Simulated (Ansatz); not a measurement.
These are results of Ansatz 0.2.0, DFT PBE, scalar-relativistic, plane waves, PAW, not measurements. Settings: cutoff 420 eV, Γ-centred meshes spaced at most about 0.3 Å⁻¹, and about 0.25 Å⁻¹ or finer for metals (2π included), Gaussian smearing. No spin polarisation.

Energies over the elements count from the elements' standard structures at the same level, with no fitted energy shifts.

These are static total energies at zero pressure. The comparison covers the computed candidates alone.

A search for Al5Cu3 gave 6 distinct relaxed structures. Coordination counts all near atoms (those within 1.25 times the shortest distance at each site). Cells relaxed within their symmetry can be saddle points.

Problem. What is the best candidate for Al5Cu3?

Solution. The one with space group R-3m (No. 166), reached from: a cell proposed by chemical analogy. It has a = 4.121 Å, c = 25.102 Å, 15.4 Å³/atom, no gap on the mesh. Around Al on a site of symmetry 3m lie 4 Cu at 2.52–2.56 Å and 6 Al at 2.86–2.90 Å; around Al on a site of symmetry -3m lie 6 Cu at 2.51 Å and 6 Al at 2.97 Å; Al on a second site of symmetry 3m has 1 Cu at 2.41 Å, 4 Cu at 2.57 Å and 6 Al at 2.86–2.97 Å; Cu on a site of symmetry -3m has 8 Al at 2.41–2.52 Å; 1 more site not described. Its energy over the elements is −0.19 eV/atom. Whether it is stable depends on the other phases of the system, which aren't compared here. An observed structure of this formula, if there is one, may be missing.

```yaml
crystal:
  lattice:
    - [2.06032, 1.18953, 8.36734]
    - [-2.06032, 1.18953, 8.36734]
    - [0.00000, -2.37906, 8.36734]
  atoms:
    - { symbol: Al, position: [0.80047, 0.80047, 0.80047] }
    - { symbol: Al, position: [0.19953, 0.19953, 0.19953] }
    - { symbol: Al, position: [0.00000, 0.00000, 0.00000] }
    - { symbol: Al, position: [0.40395, 0.40395, 0.40395] }
    - { symbol: Al, position: [0.59605, 0.59605, 0.59605] }
    - { symbol: Cu, position: [0.50000, 0.50000, 0.50000] }
    - { symbol: Cu, position: [0.30157, 0.30157, 0.30157] }
    - { symbol: Cu, position: [0.69843, 0.69843, 0.69843] }
```

Problem. How much higher is the P4/mmm structure with 14.4 Å³/atom and coordination Al 12, Cu 12 (reached from: a cell proposed by chemical analogy)?

Solution. 109 meV/atom. It has no gap on its mesh.

Problem. How much higher is the P4/mmm structure with 14.4 Å³/atom and coordination Al 12, Cu 12 (reached from: Ti3Al5 type (P4/mmm))?

Solution. 102 meV/atom. It has no gap on its mesh.
